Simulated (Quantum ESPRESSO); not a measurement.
The system is Li2S.

```xyz
3
Lattice="0.0000 2.8445 2.8445 2.8445 0.0000 2.8445 2.8445 2.8445 0.0000" Properties=species:S:1:pos:R:3 pbc="T T T"
S     0.0000    0.0000    0.0000
Li    4.2668    4.2668    4.2668
Li    1.4223    1.4223    1.4223
```

Base run:

```yaml
Program: Quantum ESPRESSO 7.5
Functional: PBE
Potentials_or_basis: SSSP 1.3 efficiency PBE
Cutoff: 748 eV
Density_cutoff: 5987 eV
k_mesh: 8 × 8 × 8
Occupations: fermi-dirac, width 0.05 eV
Spin: no spin polarisation
```

Its results: band gap on the k mesh 3.39 eV, indirect (least direct gap 4.29 eV); pressure 0.4 GPa.

Question: After a change of settings the same cell gave: band gap on the k mesh 3.22 eV, indirect (least direct gap 4.12 eV); pressure -0.8 GPa. Which change was it?
A. functional from PBE to LDA; potentials or basis from SSSP 1.3 efficiency PBE to GBRV 1.5 LDA; cutoff from 748 eV to 612 eV; density cutoff from 5987 eV to 4898 eV
B. functional from PBE to PBEsol; potentials or basis from SSSP 1.3 efficiency PBE to PseudoDojo 0.4.1 SR PBEsol standard; cutoff from 748 eV to 1007 eV; density cutoff from 5987 eV to 4027 eV
C. potentials or basis from SSSP 1.3 efficiency PBE to PseudoDojo 0.4.1 SR PBE standard; cutoff from 748 eV to 1007 eV; density cutoff from 5987 eV to 4027 eV
D. functional from PBE to LDA; potentials or basis from SSSP 1.3 efficiency PBE to PseudoDojo 0.4.1 SR LDA standard; cutoff from 748 eV to 1007 eV; density cutoff from 5987 eV to 4027 eV

Answer: B.

Not every run made on this cell is shown here.
